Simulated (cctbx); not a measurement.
**Solving a structure by charge flipping**

Cell a = 5.1600 Å, b = 5.1600 Å, c = 5.1600 Å, α = 90.00°, β = 90.00°, γ = 90.00°; space group Pm-3m (no. 221); content Yb3 Ho1.

The data are simulated with cctbx, not measured: Mo Kα, λ = 0.71073 Å, to d = 0.8 Å, 95 % of the full sphere, strongest reflection 70000 counts, noise from counting, a 2 % proportional error and a noise floor of 15 counts (s.d.); no absorption.

Charge flipping in P1 on normalised amplitudes to 0.8 Å, δ = 0.9 σ, 20 % of the reflections treated as weak, 300 cycles:

```text
cycle      R  skewness
    0  0.745     0.51
   25  0.657     1.87
   50  0.639     1.95
   75  0.647     3.73
  100  0.330     5.94
  125  0.343     5.97
  150  0.338     5.98
  175  0.347     6.00
  200  0.357     5.96
  225  0.347     6.02
  250  0.349     5.99
  275  0.350     5.95
origin shift          correlation  skewness
 0.208  0.580  0.400      0.923      8.69
 0.208  0.080  0.900      0.923      8.69
 0.208  0.080  0.400      0.923      8.69
 0.095  0.350  0.355      0.878     -0.11
taken: symmetry correlation 0.923, skewness 8.69
peak      x       y       z  mult  height/sigma
Q1    0.5000  0.5000  0.5000    1     16.0
Q2    0.0000  0.0000  0.5000    3     15.7
Q3    0.0000  0.0000  0.2697    6      0.5
Q4    0.1229  0.1229  0.3584   24      0.4
Q5    0.0000  0.2334  0.5000   12      0.4
Q6    0.3704  0.3704  0.3704    8      0.4
Q7    0.2664  0.5000  0.5000    6      0.4
```

The origin is taken among those within 0.04 of the best correlation, by the skewness of the map.

Run time: 1.7 s on 1 thread of Arm Neoverse V2 (shared host), peak memory 0.07 GiB.

**Question.** Which peaks are atoms, and which elements?

Heights follow Z only loosely here, so the multiplicities, which must add up to the content, decide. First model: Q1 = Ho1 (1 in the cell, height 16.0) and Q2 = Yb1 (3 in the cell, height 15.7). Against the true structure, Q1 is Ho and Q2 is Yb; the other peaks are not atoms.

Least squares on F², isotropic:

```text
Rint 0.017, 48 unique reflections to 0.81 A
cycle     R1     wR2    GooF  max shift (A)
   1  0.0037  0.0109   1.150   0.00000
   2  0.0033  0.0076   0.798   0.00000
final R1 0.0033 wR2 0.0076 GooF 0.798  parameters 2  data/parameter 24.0
atom        x        y        z      Ueq    occ   su(xyz)  su(Uiso or U11)
Ho1    0.50000  0.50000  0.50000   0.0186  1.000  0.00000  0.0003
Yb1    0.00000  0.00000  0.50000   0.0202  1.000  0.00000  0.0001
difference map: max 0.82 min -0.69 rms 0.14
Q1    0.5000  0.5000  0.5000    1    1.03  0.00 A from Ho1
Q2    0.0000  0.1438  0.4102   24    0.36  0.87 A from Yb1
Q3    0.1310  0.1310  0.1310    8    0.35  2.13 A from Yb1
Q4    0.2927  0.5000  0.5000    6    0.33  1.07 A from Ho1
Q5    0.3189  0.3189  0.5000   12    0.31  1.32 A from Ho1
```

Anisotropic refinement:

```text
Rint 0.017, 48 unique reflections to 0.81 A
cycle     R1     wR2    GooF  max shift (A)
   1  0.0033  0.0076   0.808   0.00000
final R1 0.0032 wR2 0.0075 GooF 0.803  parameters 3  data/parameter 16.0
atom        x        y        z      Ueq    occ   su(xyz)  su(Uiso or U11)
Ho1    0.50000  0.50000  0.50000   0.0186  1.000  0.00000  0.0003
Yb1    0.00000  0.00000  0.50000   0.0202  1.000  0.00000  0.0002
difference map: max 0.79 min -0.70 rms 0.14
Q1    0.5000  0.5000  0.5000    1    1.01  0.00 A from Ho1
Q2    0.0000  0.1432  0.4075   24    0.36  0.88 A from Yb1
Q3    0.1301  0.1301  0.1301    8    0.35  2.13 A from Yb1
Q4    0.2967  0.5000  0.5000    6    0.33  1.05 A from Ho1
Q5    0.3192  0.3192  0.5000   12    0.30  1.32 A from Ho1
Q6    0.0000  0.0000  0.0000    1    0.24  2.58 A from Yb1
```

**Reading.** The refinement ends at R1 = 0.0032, wR2 = 0.0075, GooF = 0.80, with difference density between -0.70 and 0.79 e/Å³. Every site matches the true model in element, within 0.001 Å r.m.s., up to an allowed shift of origin.

True model:

```csv
atom,mult.,x,y,z,Ueq (Å²)
Yb1,3,1/2,0,1/2,0.0202
Ho1,1,0,0,0,0.0182
```

The model was made for the exercise: a known structure type with other elements put in, its volume estimated, not relaxed; displacement parameters are assumed.

[Middle refinement cycles are left out of these outputs.]

[Logs are printed without paths, hosts, clocks, repeated set-up lines and the standing remarks that a program may print on its own settings, such as how far it seeks lower states.]
